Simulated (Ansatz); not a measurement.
# BeSe: LAPW beside PAW

The same cell of BeSe is computed with full-potential LAPW, PAW with frozen cores and all-electron PAW on datasets made for the crystal, to set the results side by side.

Program: Ansatz 0.2.0. Level of theory: DFT PBE, scalar-relativistic. These are calculated values, not measurements.

## (1) The starting structure

The structure is cubic, space group F-43m (No. 216). Conventional cell: a = 5.070 Å, b = 5.070 Å, c = 5.070 Å, α = 90.00°, β = 90.00°, γ = 90.00°. Be (site symmetry -43m) is surrounded by 4 Se at 2.20 Å. Se (site symmetry -43m) has 4 Be at 2.20 Å as nearest neighbours.

As a file:

```cif
data_structure
_symmetry_space_group_name_H-M 'P 1'
_symmetry_Int_Tables_number 1
_cell_length_a 3.5850
_cell_length_b 3.5850
_cell_length_c 3.5850
_cell_angle_alpha 60.000
_cell_angle_beta 60.000
_cell_angle_gamma 60.000
_cell_volume 32.58
loop_
_atom_site_label
_atom_site_type_symbol
_atom_site_fract_x
_atom_site_fract_y
_atom_site_fract_z
_atom_site_occupancy
Be1 Be 0.00000 0.00000 0.00000 1
Se1 Se 0.75000 0.75000 0.75000 1
```

The geometry is a database entry used as it stands. It may stem from high pressure or temperature, or be incomplete, so it serves as a test cell.

Atoms are numbered in the order of the input: Be1, Se2.

## (2) Full-potential LAPW

Input file input.yaml:

```yaml
crystal:
  lattice:
    - [0.0, 2.535, 2.535]
    - [2.535, 0.0, 2.535]
    - [2.535, 2.535, 0.0]
  atoms:
    - { symbol: Be, position: [0.0, 0.0, 0.0] }
    - { symbol: Se, position: [0.75, 0.75, 0.75] }
kpoints:
  mp_grid: { grid: [10, 10, 10] }
  band_path:
    path:
      - [0.0, 0.0, 0.0]
      - [-0.5, -0.5, 0.0]
      - [-0.375, -0.375, 0.25]
      - [-0.375, 0.0, 0.375]
      - [0.0, 0.0, 0.0]
      - [0.0, 0.0, 0.5]
      - [-0.5, -0.25, 0.25]
      - [-0.5, -0.5, 0.0]
    npoints: 14
scf:
  occupations: { method: fermi_dirac, width: 0.03 }
hamiltonian:
  xc: pbe
  pseudopotentials: { kind: all_electron, lapw: { basis_error: 0.0005 } }
output:
  forces: true
  stress: true
  eigenvalues: true
  populations: true
  dos: { projected: true, de: 0.2, e_range: [-14, 8] }
```

On the command line:

```sh
$ ansatz run input.yaml --threads 1 --pin off --max-ram 3072MiB --backend cpu --events-out ev --progress --plain --runs-dir out
```

Log:

```text
Be: projections on atomic orbitals take those of the free atom 1s2 2s2, of charge +0.00 (hamiltonian.pseudopotentials.projection_atoms)
Se: projections on atomic orbitals take those of the free atom 1s2 2s2 2p6 3s2 3p6 3d10 4s2 4p4, of charge +0.00 (hamiltonian.pseudopotentials.projection_atoms)
LAPW: plane waves up to 8.637 Å⁻¹, error target 5.0e-4 eV per atom; small_component_spin mean_spin; Be in spheres of 0.910 Å, 4 of its electrons in bands, Dirac shells []; Se in spheres of 1.286 Å, 24 of its electrons in bands, Dirac shells []
Engine: ansatz 0.2.0
Pseudopotentials: kind: all_electron
Pseudopotential: Be, LAPW, valence charge 4, Koelling and Harmon's equation, gaussian nucleus
Pseudopotential: Se, LAPW, valence charge 24, Koelling and Harmon's equation, gaussian nucleus
Functional definition: PBE
  parameter kappa = 0.804
  parameter beta = 0.06672455060314922
  exchange = pbe_x(kappa = kappa, mu = beta*pi^2/3)
  correlation = pbe_c(beta = beta)
Crystal: 2 atoms, lattice volume = 32.581 Å³
Basis set: ecut = 284.2114147959217 eV, 339 PW (Γ), exchange–correlation at level 2
Bands: 18, of which v1, the nominal top of the filled ones, is band 14 counted from 1 (13 counted from 0)
Symmetry: 24 space group operations
Space group: F-43m (ITA 216), of the structure as read, at distance tolerance 3.2e-5 Å
k-points: 47 of 1000 (time reversal used)
Non-local potential: Be, projectors of the file, none
Non-local potential: Se, projectors of the file, none
Initial density: superposition of atomic densities (chi_scale 0.1, normalization cell, long waves kept (reshape's long-wave potential 0.00 eV rms))
Initial wavefunctions: plane waves of lowest kinetic energy (no species holds an atomic orbital)
Functional: x = pbe(κ = 0.804, μ = 0.2195149727645171), c = pbe(β = 0.06672455060314922)
iter 1 solved again at ethr=1.64e-3 eV; its pass at ethr=1.00e-1 eV (dr2=4.61e-1 eV) is discarded
SCF iter   1: F=—  HF=-66529.256266 eV  |F-HF|=—  |Δ(HF+E_count)|=         —  Δρ=3.43e-2  dr2=4.62e-1  ethr=1.64e-3  ⟨swp⟩=2.0  Hψ=5679  notcnv=0
preconditioner: auto → none  [insulator: Δε(μ)=2.699 eV  Ē_g=12.448 eV  σ=0.030 eV  W_gap=1.00  n_scr=14 (ndim 8)  ℏωp=18.4 eV  f_vac=0.000  D(μ)=0.00/eV (n_scr^D=0)  ε∞_Penn≈3.2]
SCF iter   2: F=—  HF=-66529.148914 eV  |F-HF|=—  |Δ(HF+E_count)|=   1.07e-1  Δρ=1.43e-2  dr2=7.58e-2  ethr=1.64e-3  ⟨swp⟩=2.3  Hψ=2557  notcnv=0
iter 3 solved again at ethr=1.66e-6 eV; its pass at ethr=2.71e-4 eV (dr2=4.66e-4 eV) is discarded
SCF iter   3: F=—  HF=-66529.139009 eV  |F-HF|=—  |Δ(HF+E_count)|=   9.91e-3  Δρ=1.15e-3  dr2=4.70e-4  ethr=1.66e-6  ⟨swp⟩=2.0  Hψ=4309  notcnv=0
SCF iter   4: F=—  HF=-66529.139424 eV  |F-HF|=—  |Δ(HF+E_count)|=         —  Δρ=2.31e-4  dr2=2.43e-5  ethr=1.66e-6  ⟨swp⟩=2.7  Hψ=2403  notcnv=0
the basis was enlarged: its passes take 188.7 KiB over the memory plan, 1 of 1 planned eigensolver slots
SCF iter   5: F=—  HF=-66529.139397 eV  |F-HF|=—  |Δ(HF+E_count)|=   2.70e-5  Δρ=4.40e-5  dr2=3.86e-7  ethr=8.68e-8  ⟨swp⟩=2.0  Hψ=2350  notcnv=0
SCF iter   6: F=-66529.139399 eV  HF=-66529.139399 eV  |F-HF|=1.94e-8  |Δ(HF+E_count)|=   1.37e-6  Δρ=1.11e-5  dr2=3.59e-8  ethr=1.38e-9  ⟨swp⟩=3.0  Hψ=2538  notcnv=0
SCF 1 converged in 6 iterations: F = -66529.139399 eV  dr2 = 3.59e-8
NSCF: frozen V_eff on 99 k-points
SCF converged after 6 iterations
Free energy (F): -66529.139399 eV
Harris-Foulkes:  -66529.139399 eV  (|F-HF|=1.94e-8)
Internal energy: -66529.139399 eV  (E = F + TS)
E sigma→0 (E₀):  -66529.139399 eV
Fermi energy:    9.386195 eV
--- Per-component energies (eV) ---
  E_band       = -1776.402470
  E_kinetic    = 68096.603721
  E_xc         = -2475.866652
  E_electrostatic = -132149.876467  (all electrons and nuclei)
  E_smearing   = -0.000000  (= −TS)
  E_closure    = 0.000000  (closes the sum)
  E_atoms      = -66520.352722  (free atoms, spherical and without spin; not in F)
  Σ components = -66529.139399   (vs F -66529.139399, Δ=0.00e0)
  Basis errors (estimates in eV, not in F): energy 2.6e-4 per atom: plane waves 2.4e-4 (1.4e-4 summed), levels above the bands 1.1e-124, relativity 3.2e-8, radial functions 2.2e-5, core shells 4.3e-11; eigenvalues (radial functions only) 1.3e-6; not estimated: angular momenta, meshes, grids; target (lapw.basis_error) 5.0e-4; muffin-tin radii Be 0.910 Å, Se 1.286 Å
--- Forces (eV/Å), atoms counted from 1 ---
  atom   1  Be    -0.00000000     0.00000000    -0.00000000
  atom   2  Se     0.00000000     0.00000000     0.00000000
  max |Σ_I F_I| component: 5.09e-17 eV/Å
--- Stress (GPa, compression-positive) ---
        5.346612      -0.000000      -0.000000
       -0.000000       5.346612       0.000000
       -0.000000       0.000000       5.346612
  P = ⅓ Tr σ = 5.3466 GPa (53.466 kbar)
--- Band table (eV; the first three rows and the last of 47) ---
  k-point 0: bands = ["-198.9493", "-138.4171", "-138.4171", "-138.4171", "-91.5454", "-38.6447", "-38.6447", "-38.6447", "-38.6377", "-38.6377", "-5.9714", "8.1179", "8.1179", "8.1179", "12.8136", "13.1319", "13.1319", "13.1319"]
  k-point 1: bands = ["-198.9493", "-138.4171", "-138.4171", "-138.4171", "-91.5453", "-38.6446", "-38.6446", "-38.6446", "-38.6377", "-38.6377", "-5.8661", "7.1664", "7.9664", "7.9664", "12.8560", "13.3818", "13.3818", "14.0640"]
  k-point 2: bands = ["-198.9493", "-138.4171", "-138.4171", "-138.4171", "-91.5454", "-38.6444", "-38.6443", "-38.6443", "-38.6377", "-38.6377", "-5.5667", "5.4261", "7.6289", "7.6289", "12.7900", "13.8817", "13.8817", "15.8920"]
  k-point 46: bands = ["-198.9493", "-138.4171", "-138.4171", "-138.4171", "-91.5453", "-38.6442", "-38.6434", "-38.6426", "-38.6380", "-38.6372", "-3.9814", "3.3827", "4.2747", "4.6714", "13.4662", "14.7461", "16.3555", "17.2353"]
--- Löwdin populations: 2 sites ---
  site symbol       q [e]
     0     Be      2.6284
     1     Se     35.0356
  spilling = 0.008840 (of n_electrons = 38.000000)
```

It took 13 s on 1 thread of Intel Xeon Platinum 8488C (Sapphire Rapids), shared host; peak memory 0.32 GiB.

Read from it: pressure 5.35 GPa; gap 2.54 eV, indirect from Γ to X.

At the corners of the path (eV, zero at the valence-band top):

| point | band 11 | band 12 | band 13 | band 14 | band 15 | band 16 | band 17 |
| --- | --- | --- | --- | --- | --- | --- | --- |
| Γ | -14.09 | 0.00 | 0.00 | 0.00 | 4.70 | 5.01 | 5.01 |
| X | -12.14 | -5.30 | -2.81 | -2.81 | 2.54 | 4.19 | 12.09 |
| U | -12.15 | -4.85 | -4.26 | -2.35 | 3.72 | 6.92 | 9.94 |
| K | -12.15 | -4.85 | -4.26 | -2.35 | 3.72 | 6.92 | 9.94 |
| Γ | -14.09 | 0.00 | 0.00 | 0.00 | 4.70 | 5.01 | 5.01 |
| L | -12.64 | -5.99 | -1.14 | -1.14 | 4.50 | 5.99 | 5.99 |
| W | -12.10 | -4.58 | -4.04 | -3.50 | 6.20 | 7.29 | 7.39 |
| X | -12.14 | -5.30 | -2.81 | -2.81 | 2.54 | 4.19 | 12.09 |

States per cell in windows of 1 eV (zero at the valence-band top; grid of 0.20 eV, so sharp peaks spill over the borders):

| from | to | total | Se 4p | Be 2s |
| --- | --- | --- | --- | --- |
| -10 | -9 | 0.00 | 0.00 | 0.00 |
| -9 | -8 | 0.00 | 0.00 | 0.00 |
| -8 | -7 | 0.00 | 0.00 | 0.00 |
| -7 | -6 | 0.00 | 0.00 | 0.00 |
| -6 | -5 | 0.62 | 0.50 | 0.10 |
| -5 | -4 | 1.06 | 0.82 | 0.17 |
| -4 | -3 | 1.00 | 0.87 | 0.06 |
| -3 | -2 | 1.51 | 1.35 | 0.04 |
| -2 | -1 | 1.37 | 1.24 | 0.01 |
| -1 | 0 | 0.44 | 0.40 | 0.00 |
| 0 | 1 | 0.00 | 0.00 | 0.00 |
| 1 | 2 | 0.00 | 0.00 | 0.00 |
| 2 | 3 | 0.02 | 0.00 | 0.00 |
| 3 | 4 | 0.27 | 0.01 | 0.01 |
| 4 | 5 | 1.09 | 0.06 | 0.18 |
| 5 | 6 | 1.21 | 0.09 | 0.20 |
| 6 | 7 | 1.71 | 0.15 | 0.21 |

## (3) PAW with frozen cores

input.yaml: that of step 2 with these lines changed.

```diff
@@ -25,3 +25,3 @@
   xc: pbe
-  pseudopotentials: { kind: all_electron, lapw: { basis_error: 0.0005 } }
+  pseudopotentials: { kind: paw }
 output:
@@ -30,3 +30,9 @@
   eigenvalues: true
+  efg: { contact_densities: true }
   populations: true
+  bader: true
   dos: { projected: true, de: 0.2, e_range: [-14, 8] }
+  write_density: true
+  write_potential: true
+  elf: true
+  volumetric_format: npy
```

On the command line:

```sh
$ ansatz run input.yaml --threads 1 --pin off --max-ram 3072MiB --backend cpu --events-out ev --progress --plain --runs-dir out
```

Log, cut to the lines that bear on the results:

```text
[...]
Pseudopotentials: kind: paw
Pseudopotential: Be, paw, valence charge 2, recommended cutoff 420 eV (normal)
Pseudopotential: Se, paw, valence charge 16, recommended cutoff 420 eV (normal)
[... 1 set-up line as earlier in the session ...]
[...]
Crystal: 2 atoms, lattice volume = 32.581 Å³
Basis set: ecut = 420 eV, 609 PW (Γ), exchange–correlation on 48×48×48 points (8 copies of the dense FFT grid, shifted against one another)
Bands: 13, of which v1, the nominal top of the filled ones, is band 9 counted from 1 (8 counted from 0)
[... 2 set-up lines as earlier in the session ...]
k-points: 47 of 1000 (time reversal used)
[...]
SCF iter   1: F=—  HF=-5563.403922 eV  |F-HF|=—  |Δ(HF+E_count)|=         —  Δρ=5.20e-4  dr2=6.43e-5  ethr=1.77e-3  ⟨swp⟩=6.2  Hψ=3768  notcnv=0
[...]
  P = ⅓ Tr σ = 5.3588 GPa (53.588 kbar)
--- PAW observables at the nuclei: V_zz in 10²¹ V/m², potentials from the cell's mean, atoms counted from 1 ---
  atom   1  Be V_zz =    -0.000000   η = 0.0000   by run symmetry: forbidden
            electrostatic potential = -242.392110 V   contact ρ = 238.585261 e/Å³
  atom   2  Se V_zz =    +0.000000   η = 0.0000   by run symmetry: forbidden
            electrostatic potential = -4709.808854 V   contact ρ = 262865.168200 e/Å³
--- Band table (eV; the first three rows and the last of 47) ---
  k-point 0: bands = ["-39.1965", "-39.1965", "-39.1965", "-39.1894", "-39.1894", "-6.5334", "7.5571", "7.5571", "7.5571", "12.2519", "12.5711", "12.5711", "12.5711"]
[...]
--- Löwdin populations: 2 sites ---
  site symbol       q [e]
     0     Be      0.6019
     1     Se     17.0637
  spilling = 0.018580 (of n_electrons = 18.000000)
--- Bader charges: 2 sites ---
  site symbol  charge [e]  shift [e]
     0     Be      1.5757     0.0000
     1     Se     -1.5757     0.0000
  estimated error of the sums over rays = 2.6e-4 e
```

Wall time 22 s (1 thread of Intel Xeon Platinum 8488C (Sapphire Rapids), shared host); peak memory 0.41 GiB.

Result: pressure 5.36 GPa; gap 2.54 eV, indirect from Γ to X.

| atom | Bader charge (e) | basin volume (Å³) |
| --- | --- | --- |
| Be1 | +1.58 | 2.44 |
| Se2 | -1.58 | 30.14 |

The fields are shown in the conventional cell of this run's space group, carried over from its grid by interpolation.

Density in a lattice plane of the grid's cell (edges 5.07 and 5.07 Å, at 0.000 of the third edge), which holds Be.

Values in e/Å³, 12 rows by 12 columns:
```
0.17 0.23 0.22 0.16 0.10 0.06 0.04 0.06 0.10 0.16 0.22 0.23
0.20 0.22 0.25 0.22 0.16 0.10 0.08 0.10 0.16 0.22 0.25 0.22
0.14 0.16 0.22 0.25 0.22 0.16 0.13 0.16 0.22 0.25 0.22 0.16
0.08 0.10 0.16 0.22 0.25 0.22 0.20 0.22 0.25 0.22 0.16 0.10
0.04 0.06 0.10 0.16 0.22 0.23 0.17 0.23 0.22 0.16 0.10 0.06
0.03 0.04 0.08 0.14 0.20 0.17 0.05 0.17 0.20 0.13 0.08 0.04
0.04 0.06 0.10 0.16 0.22 0.23 0.17 0.23 0.22 0.16 0.10 0.06
0.08 0.10 0.16 0.22 0.25 0.22 0.20 0.22 0.25 0.22 0.16 0.10
0.13 0.16 0.22 0.25 0.22 0.16 0.14 0.16 0.22 0.25 0.22 0.16
0.20 0.22 0.25 0.22 0.16 0.10 0.08 0.10 0.16 0.22 0.25 0.22
0.17 0.23 0.22 0.16 0.10 0.06 0.04 0.06 0.10 0.16 0.22 0.23
0.05 0.17 0.20 0.13 0.08 0.04 0.03 0.04 0.08 0.14 0.20 0.17
```
Columns run along the first of these edges and rows up along the second, over one cell in 12 and 12 even steps from the bottom left corner. Atoms in the plane (fractional): Be at (0.00, 0.00), Be at (0.50, 0.50).

ELF in the same plane.

Values, 12 rows by 12 columns:
```
0.03 0.24 0.51 0.39 0.20 0.07 0.03 0.07 0.20 0.39 0.51 0.24
0.28 0.51 0.68 0.61 0.45 0.20 0.09 0.20 0.45 0.61 0.68 0.51
0.21 0.39 0.61 0.65 0.61 0.39 0.21 0.39 0.61 0.65 0.61 0.39
0.08 0.20 0.45 0.61 0.68 0.51 0.28 0.51 0.68 0.61 0.45 0.20
0.03 0.07 0.20 0.39 0.51 0.24 0.04 0.24 0.51 0.39 0.20 0.07
0.01 0.03 0.08 0.21 0.28 0.03 0.00 0.04 0.28 0.21 0.09 0.03
0.03 0.07 0.20 0.39 0.51 0.24 0.03 0.24 0.51 0.39 0.20 0.07
0.09 0.20 0.45 0.61 0.68 0.51 0.28 0.51 0.68 0.61 0.45 0.20
0.21 0.39 0.61 0.65 0.61 0.39 0.21 0.39 0.61 0.65 0.61 0.39
0.28 0.51 0.68 0.61 0.45 0.20 0.08 0.20 0.45 0.61 0.68 0.51
0.04 0.24 0.51 0.39 0.20 0.07 0.03 0.07 0.20 0.39 0.51 0.24
0.00 0.04 0.28 0.21 0.09 0.03 0.01 0.03 0.08 0.21 0.28 0.03
```
Columns run along the first of these edges and rows up along the second, over one cell in 12 and 12 even steps from the bottom left corner. Atoms in the plane (fractional): Be at (0.00, 0.00), Be at (0.50, 0.50).

Both are smooth fields of the valence electrons: close to the nuclei they are not physical.

The highest ELF values outside the cores: 0.90 on the Be–Se line, 1.0 Å from Be.

## (4) All-electron PAW on datasets made for the crystal

input.yaml: that of step 3 with these lines changed.

```diff
@@ -20,3 +20,3 @@
       - [-0.5, -0.5, 0.0]
-    npoints: 14
+    npoints: 8
 scf:
@@ -25,3 +25,3 @@
   xc: pbe
-  pseudopotentials: { kind: paw }
+  pseudopotentials: { kind: all_electron, datasets: crystal }
 output:
@@ -31,8 +31 @@
   efg: { contact_densities: true }
-  populations: true
-  bader: true
-  dos: { projected: true, de: 0.2, e_range: [-14, 8] }
-  write_density: true
-  write_potential: true
-  elf: true
-  volumetric_format: npy
```

On the command line:

```sh
$ ansatz run input.yaml --threads 1 --pin off --max-ram 3072MiB --backend cpu --events-out ev --progress --plain --runs-dir out
```

Log, cut to the lines that bear on the results:

```text
[...]
[... 1 set-up line as earlier in the session ...]
Pseudopotential: Be, paw, valence charge 2, recommended cutoff 220 eV (normal), Koelling and Harmon's equation, gaussian nucleus
Pseudopotential: Se, paw, valence charge 16, recommended cutoff 220 eV (normal), Koelling and Harmon's equation, gaussian nucleus
[... 1 set-up line as earlier in the session ...]
[...]
Crystal: 2 atoms, lattice volume = 32.581 Å³
Basis set: ecut = 220 eV, 259 PW (Γ), exchange–correlation on 40×40×40 points (8 copies of the dense FFT grid, shifted against one another)
Bands: 8, of which v1, the nominal top of the filled ones, is band 4 counted from 1 (3 counted from 0)
[... 2 set-up lines as earlier in the session ...]
k-points: 47 of 1000 (time reversal used)
[...]
--- Forces (eV/Å), atoms counted from 1 ---
  atom   1  Be    -0.00000000     0.00000000     0.00000000
  atom   2  Se     0.00000000     0.00000000     0.00000000
[...]
--- Stress (GPa, compression-positive) ---
        5.341954      -0.000000      -0.000000
       -0.000000       5.341954       0.000000
       -0.000000       0.000000       5.341954
  P = ⅓ Tr σ = 5.3420 GPa (53.420 kbar)
  It holds what live shells' own plane waves past their cutoff add
--- PAW observables at the nuclei: V_zz in 10²¹ V/m², potentials from the cell's mean, atoms counted from 1 ---
  atom   1  Be V_zz =    -0.000000   η = 0.0000   by run symmetry: forbidden
            electrostatic potential = -242.467596 V   contact ρ = 238.617595 e/Å³
  atom   2  Se V_zz =    +0.000000   η = 0.0000   by run symmetry: forbidden
            electrostatic potential = -4709.752029 V   contact ρ = 262935.611364 e/Å³
--- Band table (eV; the first three rows and the last of 47) ---
  k-point 0: bands = ["-5.9713", "8.1180", "8.1180", "8.1180", "12.8140", "13.1319"]
[...]
```

Wall time 7.1 s (1 thread of Intel Xeon Platinum 8488C (Sapphire Rapids), shared host); peak memory 0.42 GiB.

In short: pressure 5.34 GPa; gap 2.54 eV, indirect from Γ to X.

| atom | contact density (e/Å³) |
| --- | --- |
| Be1 | 238.6176 |
| Se2 | 262935.6 |

## (5) Comparison

Highest filled and lowest empty level at the labelled points (eV from each run's valence-band top):

| point | LAPW top | LAPW bottom | PAW top | PAW bottom | crystal datasets top | crystal datasets bottom |
| --- | --- | --- | --- | --- | --- | --- |
| Γ | 0.00 | 4.70 | 0.00 | 4.69 | 0.00 | 4.70 |
| X | -2.81 | 2.54 | -2.81 | 2.54 | -2.81 | 2.54 |
| U | -2.35 | 3.72 | -2.35 | 3.72 | -2.35 | 3.72 |
| K | -2.35 | 3.72 | -2.35 | 3.72 | -2.35 | 3.72 |
| Γ | 0.00 | 4.70 | 0.00 | 4.69 | 0.00 | 4.70 |
| L | -1.14 | 4.50 | -1.14 | 4.50 | -1.14 | 4.50 |
| W | -3.50 | 6.20 | -3.50 | 6.20 | -3.50 | 6.20 |
| X | -2.81 | 2.54 | -2.81 | 2.54 | -2.81 | 2.54 |

| method | pressure (GPa) | gap (eV) | SCF cycles, all passes |
| --- | --- | --- | --- |
| LAPW | 5.35 | 2.54 | 6 |
| PAW | 5.36 | 2.54 | 6 |
| crystal datasets | 5.34 | 2.54 | 7 |

## (6) Results

| quantity | value |
| --- | --- |
| pressure | LAPW 5.35, PAW 5.36, crystal datasets 5.34 GPa |
| gap (LAPW) | 2.54 eV, indirect from Γ to X |
| Bader charges (PAW) | Be1 +1.58, Se2 -1.58 e |
| highest ELF (PAW) | 0.90, 1.01 Å from Be |

At this geometry the cell is under compression of 5.3 GPa, so it would expand if let go. The gap is 2.54 eV, indirect from Γ to X. It is the Kohn-Sham gap of a semilocal functional, which mostly lies below the gap found in experiment. The top eV of the valence band is mostly Se 4p (99 % of the projected weight). The projection holds only the free atom's occupied shells (Be 2s, Se 4s, Se 4p in this range). In pressure, PAW differs from LAPW by +0.01 GPa and less than 0.01 eV in the gap.
